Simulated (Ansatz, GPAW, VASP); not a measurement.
One calculation of Al, 3 ways

```
Al
1.0
     0.00000    2.02481    2.02481
     2.02481    0.00000    2.02481
     2.02481    2.02481    0.00000
Al
1
Direct
  0.00000 0.00000 0.00000
```

Alike in all runs: task single point; functional RPBE; k mesh 11 × 11 × 11; occupations gaussian, width 0.02 eV; no spin polarisation; no spin-orbit coupling. Pressure is positive in compression and, in plane waves, holds the error of the finite cutoff.

```
                                                    program and potentials  plane-wave cutoff (eV)                    notes  pressure (GPa)
GPAW, the program's PAW data sets (release 1.2.1) made for this functional                     600                        -            1.08
                                         VASP, PBE PAW files Al_GW, 550 eV                     550  potentials made for PBE            0.76
                            Ansatz, all-electron LAPW, scalar-relativistic                       -                        -            0.96
```

The pressure spans 0.76 (VASP, PBE PAW files Al_GW, 550 eV) to 1.08 GPa (GPAW, the program's PAW data sets (release 1.2.1) made for this functional), with all-electron results at 0.96.

Differences between rows come from potentials, basis sets and numerical settings, since the functional is the same but for its coding. Runs on potential files found faulty are left out.

All three calculations put fcc aluminium under slight compression at this cell, so RPBE would favour a somewhat larger volume. The all-electron value of 0.96 GPa lies between the two plane-wave results, and the sign of the pressure does not depend on the treatment of the core.

The outward push fits the character of the functional. Its exchange enhancement rises more steeply with the reduced density gradient than that of PBE, which favours inhomogeneous densities and so tends to weaken bonds and expand lattices. In aluminium the effect is probably modest because the s-p valence density is nearly free-electron-like between the atoms, leaving the stronger gradients mainly near the ion cores. The remaining scatter may partly reflect how each potential describes that core-valence region.

Measured against aluminium's bulk modulus, these pressures are small and imply only a slight linear expansion on relaxation. A single volume, however, fixes neither the equilibrium lattice constant nor the stiffness that each approach would predict.
